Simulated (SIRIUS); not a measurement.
CdS:

```
Cd S
1.0
     0.00000    2.75324    2.75324
     2.75324    0.00000    2.75324
     2.75324    2.75324    0.00000
Cd S
1 1
Direct
  0.00000 0.00000 0.00000
  0.50000 0.50000 0.50000
```

Measurements of this composition are mostly on another form, of space group No. 186.

- Program: SIRIUS 7.12.0
- Task: single point
- Functional: PBE
- Potentials or basis: all-electron FP-LAPW
- Cutoff: 158 eV
- Basis: apw+lo standard
- k mesh: 8 × 8 × 8
- Occupations: fermi-dirac, width 0.05 eV
- Spin: no spin polarisation

On this cell: largest force zero by symmetry; band gap on the k mesh 0.25 eV, indirect (least direct gap 1.55 eV).

The same run follows on a disturbed copy (atoms moved at random):

```
CELL_PARAMETERS angstrom
0.00000 2.75324 2.75324
2.75324 0.00000 2.75324
2.75324 2.75324 0.00000
ATOMIC_POSITIONS crystal
Cd 0.00435 0.97727 0.01314
S 0.50084 0.49397 0.49740
```

Problem. What does the disturbed cell give?

Solution. The energy moves by +1.2 meV/atom; largest force 0.079 eV/Å; band gap on the k mesh 0.26 eV, indirect (least direct gap 1.54 eV).

Forces on the atoms (eV/Å):
```
Cd   0.003 -0.065  0.043
S   -0.003  0.065 -0.044
```

A k mesh can miss the band edges.
